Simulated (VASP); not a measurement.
Level of theory: PBE GGA, VASP's PBE PAW potentials (set 64) (plane waves; VASP 6.6.1).

Input for VASP

POSCAR:
```
CuInS2
1.0
 -2.7600000000   2.7600000000   5.5650000000
  2.7600000000  -2.7600000000   5.5650000000
  2.7600000000   2.7600000000  -5.5650000000
In Cu S
2 2 4
Cartesian
  0.0053323200  -0.0141477600   5.5722456300
  2.7539832000   0.0086332800   2.7815650800
  0.0129444000   0.0082579200   0.0179415600
 -0.0344696400   2.7698835600   2.7601231350
  1.5038467200   1.4163381600   6.9580196700
  4.1740860000   1.2645657600  -1.4115622500
  1.2608480400   1.3447962000   1.4007717150
 -1.3965765600   1.4816728800   4.1809065900
```

### KPOINTS
```
Automatic mesh
0
Gamma
2 2 3
0.5 0.5 0.5
```

INCAR:
```
# general
SYSTEM   =  CuInS2
PREC     =  Accurate
ENCUT    =  300   # plane-wave cut-off (eV)
LREAL    =  .FALSE.   # projection in real space or not
LASPH    =  .TRUE.   # aspherical one-centre terms

# electronic loop
EDIFF    =  1E-6
NELM     =  100
ALGO     =  Normal   # blocked Davidson
LMAXMIX  =  4   # l cut-off of mixed one-centre charges

# smearing
ISMEAR   =  0   # Gaussian
SIGMA    =  0.02   # width (eV)

# functional
GGA      =  PE

# ions
ISIF     =  2   # forces and stress, cell fixed

# output
LWAVE    =  .FALSE.
LCHARG   =  .FALSE.
```

POTCAR, in this order: In_d Cu S (PBE.64 set). Program: vasp_std.

Output

File OSZICAR:
```
       N       E                     dE             d eps       ncg     rms          rms(c)
DAV:   1     0.626759266424E+03    0.62676E+03   -0.23240E+04   516   0.137E+03
DAV:   2     0.599549797625E+02   -0.56680E+03   -0.55327E+03   519   0.394E+02
DAV:   3    -0.299866266204E+02   -0.89942E+02   -0.88592E+02   702   0.183E+02
DAV:   4    -0.351428859891E+02   -0.51563E+01   -0.51041E+01   776   0.468E+01
DAV:   5    -0.352938235509E+02   -0.15094E+00   -0.15060E+00   792   0.813E+00    0.172E+01
DAV:   6    -0.345105296773E+02    0.78329E+00   -0.35807E+01   680   0.861E+01    0.115E+01
DAV:   7    -0.327097085098E+02    0.18008E+01   -0.10315E+01   696   0.752E+01    0.722E+00
DAV:   8    -0.329884117119E+02   -0.27870E+00   -0.34711E+00   800   0.153E+01    0.395E+00
DAV:   9    -0.328671178712E+02    0.12129E+00   -0.12493E+00   720   0.177E+01    0.116E+00
DAV:  10    -0.328675427549E+02   -0.42488E-03   -0.14760E-01   696   0.804E+00    0.527E-01
DAV:  11    -0.328678410344E+02   -0.29828E-03   -0.27975E-02   752   0.376E+00    0.402E-01
DAV:  12    -0.328663775027E+02    0.14635E-02   -0.12801E-02   696   0.212E+00    0.100E-01
DAV:  13    -0.328665906333E+02   -0.21313E-03   -0.21006E-03   752   0.310E-01    0.586E-02
DAV:  14    -0.328665944198E+02   -0.37865E-05   -0.14263E-04   768   0.192E-01    0.241E-02
DAV:  15    -0.328666068290E+02   -0.12409E-04   -0.38808E-05   624   0.670E-02    0.119E-02
DAV:  16    -0.328666059888E+02    0.84021E-06   -0.80328E-06   552   0.494E-02
   1 F= -.32866606E+02 E0= -.32866606E+02  d E =-.822401E-12
```

**OUTCAR**
```
------------------------ aborting loop because EDIFF is reached ----------------------------------------
  FORCE on cell =-STRESS in cart. coord.  units (eV):
  Direction    XX          YY          ZZ          XY          YZ          ZX
  --------------------------------------------------------------------------------------
  Total        2.3374393      2.3965824      2.0095443     -0.0764173     -0.2792287      0.1791123
  in kB       22.0855181     22.6443381     18.9873717     -0.7220366     -2.6383190      1.6923600
  external PRESSURE =      21.2390760 kB  Pullay stress =       0.0000000 kB
  volume of cell :      169.57
      direct lattice vectors                 reciprocal lattice vectors
    -2.760000000  2.760000000  5.565000000     0.000000000  0.181159420  0.089847260
     2.760000000 -2.760000000  5.565000000     0.181159420  0.000000000  0.089847260
     2.760000000  2.760000000 -5.565000000     0.181159420  0.181159420  0.000000000
 POSITION                                       TOTAL-FORCE (eV/Angst)
 -----------------------------------------------------------------------------------
      2.76533      2.74585      0.00725         0.071474      0.000103      0.019826
      2.75398      0.00863      2.78157         0.146385     -0.043699      0.051826
      0.01294      0.00826      0.01794        -0.027078     -0.018273     -0.093008
     -0.03447      2.76988      2.76012         0.079596     -0.033552      0.106486
      1.50385      1.41634      6.95802         0.360919     -0.266683     -0.154254
      4.17409      1.26457     -1.41156        -0.349053     -0.584698      0.199835
      1.26085      1.34480      1.40077        -0.510567      0.386711     -0.151474
     -1.39658      1.48167      4.18091         0.228325      0.560091      0.020763
 -----------------------------------------------------------------------------------
    total drift:                               -0.001353     -0.001161     -0.000894
  FREE ENERGIE OF THE ION-ELECTRON SYSTEM (eV)
  ---------------------------------------------------
  free  energy   TOTEN  =       -32.8666059888 eV

  energy  without entropy=      -32.8666059888  energy(sigma->0) =      -32.86660599
```
(Selected blocks of OUTCAR.)

At this cut-off the stress carries a Pulay error, which pulls relaxed volumes low.

The structure is a typed CuInS2 crystal. The cell was not relaxed at this level, atoms are displaced from their ideal sites. The k-mesh is coarse (spacing up to 0.64 per Å, 2π included), so the numbers may not be converged in it. The run is one of a series of settings (KPOINTS 2×2×3 Γ-centred mesh shifted by (0.5, 0.5, 0.5) against the base run), some of them coarse on purpose.
